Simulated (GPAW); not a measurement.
TaS2, 3 atoms in the cell. The structure is trigonal, space group P-3m1 (No. 164). Conventional cell: a = 3.350 Å, b = 3.350 Å, c = 5.860 Å, α = 90.00°, β = 90.00°, γ = 120.00°. Around Ta (site symmetry -3m) lie 6 S at 2.43 Å. S (site symmetry 3m) has 3 Ta at 2.43 Å as nearest neighbours. 

| Property | Result |
| --- | --- |
| Program | GPAW 26.7.0 |
| Task | band structure |
| Functional | PBE |
| Potentials or basis | GPAW PAW data sets (gpaw-data 1.2.1), newer versions |
| Cutoff | 600 eV |
| Basis | pw |
| k mesh | 7 × 7 × 4 |
| Occupations | fermi-dirac, width 0.05 eV |
| Spin | no spin polarisation |
| Maxiter | 150 |
| Band path | GMKGALHA,LM,KH |
| Band points | 60 |
| Data set | S v3 |

Potentials or basis: GPAW PAW data sets (gpaw-data 1.2.1), newer versions, pw.

The run is started by

```bash
$ OMP_NUM_THREADS=1 python run.py
```

Hardware: 1 thread of Arm Neoverse V2, with other jobs on the host.

How long does it take, and how much memory?

Wall time 49 s on 1 thread of Arm Neoverse V2, with other jobs on the host, peak memory 0.29 GiB. Counts: scf iterations 16, plane waves 1931, bands 25, k points 28.
